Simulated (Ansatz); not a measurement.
A plane-wave DFT run in Ansatz 0.2.0 (scalar-relativistic PAW potentials unless the input names others): input and command.

```yaml
crystal:
  lattice:
    - [-3.1805941204, 3.1805941204, 1.581086269]
    - [3.1805941204, -3.1805941204, 1.581086269]
    - [3.1805941204, 3.1805941204, -1.581086269]
  atoms:
    - { symbol: Ga, position: [0.25, 0.75, 0.5] }
    - { symbol: Sb, position: [0.0, 0.0, 0.0] }
basis:
  ecutwfc: "30 meV"
kpoints:
  mp_grid: { grid: [22, 22, 22] }
hamiltonian:
  xc: pbe
scf:
  occupations: { method: gaussian, width: 0.15 }
  max_iter: 100
output:
  forces: true
  eigenvalues: true
  stress: true
```

```bash
ansatz run input.yaml --threads 1 --pin off --max-ram 2560MiB --backend cpu --events-out ev --progress --plain --runs-dir out
```

**Question.** What is wrong with this input?

**Answer.** The program refuses it, because of a cutoff in the wrong unit (basis.ecutwfc: 420 → "30 meV"). With the sound run's settings it is accepted.

Abridged log:
```
Error: inconsistent input (basis.ecutwfc, kpoints): the smallest per-k basis holds n_pw = 0 plane waves (k-point 2, counted from 0 among those solved) but the deck needs at least 15 band(s) per channel, and no run solves more bands than the smallest per-k basis has plane waves; raise basis.ecutwfc until the smallest per-k basis, which caps the automatic band count, holds at least 15 plane waves
```